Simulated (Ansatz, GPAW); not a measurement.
This is a calculation of GaSb for Ansatz 0.2.0. 

File input.yaml:

```yaml
crystal:
  lattice:
    - [0.0, 3.059, 3.059]
    - [3.059, 0.0, 3.059]
    - [3.059, 3.059, 0.0]
  atoms:
    - { symbol: Sb, position: [0.75, 0.75, 0.75] }
    - { symbol: Ga, position: [0.0, 0.0, 0.0] }
kpoints:
  mp_grid: { grid: [8, 8, 8] }
scf:
  occupations: { method: gaussian, width: 0.017 }
hamiltonian:
  xc: pbe
  pseudopotentials: { kind: all_electron, lapw: { basis_error: 0.001 } }
output:
  forces: true
  stress: true
  eigenvalues: true
```

Potentials or basis: all-electron LAPW, scalar-relativistic.

Run with:

```console
$ ansatz run input.yaml --threads 1 --pin off --max-ram 3072MiB --backend cpu --events-out ev --progress --plain --runs-dir out
```

Set up the same calculation for GPAW 26.7.0 (ASE script). Potentials or basis there: GPAW PAW data sets (gpaw-data 1.2.1), cutoff 600 eV.

As run (cutoffs and basis follow the program's own potentials, and thresholds, step limits or extra output files can differ):

File run.py:

```python
from ase.dft.bandgap import bandgap
from ase.io import read, write
from ase.units import GPa
from gpaw import GPAW, PW

atoms = read('POSCAR')

calc = GPAW(mode=PW(600),
            xc='PBE',
            kpts={'size': (8, 8, 8), 'gamma': True},
            occupations={'name': 'methfessel-paxton', 'order': 0, 'width': 0.017},
            nbands=18,
            convergence={'density': 1e-05, 'energy': 1e-05},
            maxiter=150,
            txt='gpaw.txt')
atoms.calc = calc
energy = atoms.get_potential_energy()
forces = atoms.get_forces()
stress = atoms.get_stress()
calc.write('gs.gpw')
write('result.traj', atoms)
print(f'Energy: {energy:.6f} eV')
print('Forces (eV/A):')
print(forces.round(4))
print('Stress (GPa):', (stress / GPa).round(3))
print('Fermi level:', round(calc.get_fermi_level(), 4), 'eV')
print(f'Gap: {bandgap(calc)[0]:.4f} eV, direct: {bandgap(calc, direct=True)[0]:.4f} eV')
```

Contents of POSCAR:

```
GaSb
1.0
    0.0000000000      3.0590000000      3.0590000000
    3.0590000000      0.0000000000      3.0590000000
    3.0590000000      3.0590000000      0.0000000000
Sb Ga
1 1
Direct
    0.7500000000      0.7500000000      0.7500000000
    0.0000000000      0.0000000000      0.0000000000
```

Potentials or basis: GPAW PAW data sets (gpaw-data 1.2.1), pw.

Launch:

```console
$ OMP_NUM_THREADS=1 python run.py
```

Both were run:

|  | Ansatz | GPAW |
| --- | --- | --- |
| Pressure | 2.3 GPa | 2.3 GPa |

Where Ansatz's input types no cutoff or centring, it takes its own default and a Γ-centred mesh.

Pressure is positive in compression.
